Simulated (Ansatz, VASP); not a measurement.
Two plane-wave programs on Ti

```xyz
1
Lattice="-1.6410 1.6410 1.6410 1.6410 -1.6410 1.6410 1.6410 1.6410 -1.6410" Properties=species:S:1:pos:R:3 pbc="T T T"
Ti    0.0000    0.0000    0.0000
```

This isn't the form of Ti at room conditions, which is hcp.

Alike in both runs: task single point; functional PBE; k mesh 11 × 11 × 11; occupations gaussian, width 0.012 eV; no spin polarisation.

|  | VASP | Ansatz |
| --- | --- | --- |
| version | VASP 6.6.1 | Ansatz 0.2.0 |
| potentials or method | VASP PAW PBE potentials, release 64 (Ti_sv) | Ansatz PAW |
| plane-wave cutoff (eV) | 520 | 420 |
| valence electrons in the cell | 12 | 12 |

|  | VASP | Ansatz | Ansatz less VASP |
| --- | --- | --- | --- |
| gap on the k mesh at the Fermi level (eV) | none | none | - |
| pressure (GPa) | -3.1 | -2.9 | +0.24 |

A gap of «none» marks a metal or a gap that the smearing closes.
